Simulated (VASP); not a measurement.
Crystal: Ge.

```
Ge
1.0
     5.93000    0.00000    0.00000
     0.00000    5.93000    0.00000
     0.00000    0.00000    6.98000
Ge
12
Direct
  0.07500 0.07500 0.00000
  0.42500 0.57500 0.75000
  0.92500 0.92500 0.50000
  0.57500 0.42500 0.25000
  0.16670 0.37500 0.25000
  0.12500 0.66670 0.00000
  0.83330 0.62500 0.75000
  0.87500 0.33330 0.50000
  0.66670 0.12500 0.00000
  0.62500 0.83330 0.25000
  0.33330 0.87500 0.50000
  0.37500 0.16670 0.75000
```

This isn't the form of Ge at room conditions, which is diamond.

- Program: VASP 6.6.1
- Task: relaxation of cell and atoms
- Functional: LDA
- Potentials or basis: VASP PAW LDA potentials, release 64 (Ge_d)
- Cutoff: 600 eV
- k mesh: 6 × 6 × 4
- Occupations: gaussian, width 0.03 eV
- Spin: no spin polarisation

At the start: pressure -1.3 GPa; volume 20.45 Å³/atom.

Q: Where does the relaxation end?

A: Over 16 steps the energy falls by 17.3 meV/atom and the volume is 19.93 Å³/atom (-2.6 %); space group P4_32_12 (No. 96, to 0.05 Å).

The path:
| step | energy change (eV) | largest force (eV/Å) | pressure (GPa) | volume (Å³) |
| --- | --- | --- | --- | --- |
| 1 | 0.0000 | 0.8516 | -1.30 | 245.45 |
| 2 | -0.1420 | 0.2172 | 0.45 | 239.60 |
| 3 | -0.1427 | 0.2150 | 0.53 | 239.15 |
| 4 | -0.1763 | 0.1281 | 0.22 | 240.52 |
| 5 | -0.1862 | 0.0919 | -0.05 | 241.71 |
| 6 | -0.1862 | 0.0920 | -0.19 | 241.84 |
| 7 | -0.1899 | 0.0602 | -0.05 | 240.99 |
| 8 | -0.1905 | 0.1019 | 0.16 | 240.18 |
| 9 | -0.1926 | 0.0973 | 0.26 | 240.01 |
| 10 | -0.1978 | 0.0871 | 0.29 | 239.51 |
| 11 | -0.2039 | 0.0640 | 0.34 | 238.51 |
| 12 | -0.1991 | 0.0416 | 0.57 | 236.49 |
| 13 | -0.2048 | 0.0502 | 0.43 | 237.92 |
| 14 | -0.2063 | 0.0179 | -0.28 | 239.92 |
| 15 | -0.2070 | 0.0175 | -0.02 | 239.19 |
| 16 | -0.2072 | 0.0088 | -0.06 | 239.15 |

Final structure:
```
Ge
1.0
     5.88001    0.00000    0.00000
     0.00000    5.88001    0.00000
     0.00000    0.00000    6.91705
Ge
12
Direct
  0.08840 0.08840 0.00000
  0.41160 0.58840 0.75000
  0.91160 0.91160 0.50000
  0.58840 0.41160 0.25000
  0.17174 0.37055 0.25540
  0.12945 0.67174 0.00540
  0.82826 0.62945 0.75540
  0.87055 0.32826 0.50540
  0.67174 0.12945 0.99460
  0.62945 0.82826 0.24460
  0.32826 0.87055 0.49460
  0.37055 0.17174 0.74460
```
